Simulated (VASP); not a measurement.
# Ti2Si: relaxation of cell and atoms with PBE

Crystal: Ti2Si.

```
Ti Si
1.0
     3.19750    0.00000    0.00000
     0.00000    3.19750    0.00000
     0.00000    0.00000    4.69721
Ti Si
2 1
Direct
  0.50000 0.00000 0.50000
  0.00000 0.50000 0.50000
  0.50000 0.50000 0.00000
```

The cell was built by a generator and needn't be a form met in nature.

```
Program                : VASP 6.6.1
Task                   : relaxation of cell and atoms
Functional             : PBE
Potentials or basis    : VASP PAW PBE potentials, release 64 (Ti_sv, Si)
Cutoff                 : 520 eV
k mesh                 : 6 × 6 × 5
Occupations            : gaussian, width 0.15 eV
Spin                   : no spin polarisation
Further INCAR settings : PREC = Normal; ALGO = Fast; EDIFF = 0.0001; IBRION = 2; EDIFFG = -0.08; NSW = 24; ISIF = 3
```

```json
{"Relaxed volume": "17.95 Å³/atom", "Relaxed cell": "a = 4.026 Å, b = 4.026 Å, c = 3.321 Å, α = 90.00°, β = 90.00°, γ = 90.00°", "Space group after relaxing (to 0.05 Å)": "P4/mmm (No. 123)", "Energy gained by relaxing": "909.4 meV/atom", "Ionic steps": "13", "Pressure after relaxing": "-0.3 GPa", "Band gap on the k mesh": "none (metal or under the smearing width)"}
```

Stress tensor (GPa, compression positive):
```
-0.29  0.00  0.00
 0.00 -0.29  0.00
 0.00  0.00 -0.19
```

The path:
```csv
step,energy change (eV),largest force (eV/Å),pressure (GPa),volume (Å³)
1,0.0000,0.0000,14.89,48.02
2,-1.4132,0.0000,-6.06,58.32
3,-1.5923,0.0000,-8.86,61.40
4,-1.6357,0.0000,-14.49,67.42
5,-1.6577,0.0000,-11.66,63.59
6,-2.7143,0.0000,-2.85,55.16
7,-2.7169,0.0000,-2.58,54.92
8,-2.7211,0.0000,1.70,52.83
9,-2.7283,0.0000,1.41,53.79
10,-2.7270,0.0000,-0.73,54.14
11,-2.7277,0.0000,-1.19,54.01
12,-2.7281,0.0000,-1.04,53.90
13,-2.7283,0.0000,-0.26,53.84
```

Final structure:
```yaml
crystal:
  lattice:
    - [4.02622, 0.00000, 0.00000]
    - [0.00000, 4.02622, 0.00000]
    - [0.00000, 0.00000, 3.32146]
  atoms:
    - { symbol: Ti, position: [0.50000, 0.00000, 0.50000] }
    - { symbol: Ti, position: [0.00000, 0.50000, 0.50000] }
    - { symbol: Si, position: [0.50000, 0.50000, 0.00000] }
```

Levels at points of the mesh, in eV from the Fermi level:
```
           k point  band 12  band 13  band 14  band 15  band 16  band 17
(0.00, 0.00, 0.00)    -1.05    -0.35    -0.35    -0.23     0.53     0.53
(0.50, 0.00, 0.00)    -0.77    -0.52    -0.37     0.25     0.93     0.98
(0.50, 0.50, 0.00)    -1.60    -0.41    -0.26    -0.26     0.81     1.52
```

Wall time 3.1 min on 1 thread of Intel(R) Xeon(R) Platinum 8375C CPU @ 2.90GHz (Ice Lake) (shared host), peak memory 0.14 GiB.

Caveat: the relaxation stopped at a loose force limit of 0.08 eV/Å, so its end isn't a converged minimum.
